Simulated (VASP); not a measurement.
## BN: equation of state with PBE

BN:

```
CELL_PARAMETERS angstrom
0.00000 3.49532 2.16609
1.25163 0.00000 2.16609
1.25163 3.49532 0.00000
ATOMIC_POSITIONS crystal
N 0.66665 0.66665 0.33335
B 0.00005 0.00005 0.99995
```

Measurements of this composition are mostly on another form, of space group No. 194.

* Program: VASP 6.6.1
* Task: equation of state
* Functional: PBE
* Potentials or basis: VASP PAW PBE potentials, release 64 (N, B)
* Cutoff: 520 eV
* k mesh: 13 × 13 × 13
* Occupations: fermi-dirac, width 0.05 eV
* Spin: no spin polarisation
* Further INCAR settings: ALGO = Normal; EDIFF = 1e-07; NBANDS = 11

```json
{"Equilibrium volume": "9.62 Å³/atom", "Bulk modulus at fixed shape and positions": "224 GPa", "Pressure derivative of the bulk modulus": "3.6"}
```

Energy against volume, from the lowest point:
```tsv
volume (Å³/atom)	energy (meV/atom)
8.908	41.16
9.097	21.38
9.287	8.31
9.476	1.36
9.666	0.00
9.855	3.75
10.045	12.18
```

All runs of the series together: 5.8 min on 1 thread of AMD EPYC 9R45 (Zen 5) (shared host).

Caveat: the cell was scaled at fixed shape and fractional positions, which overstates the stiffness of a crystal with free parameters, most of all of layers and chains.
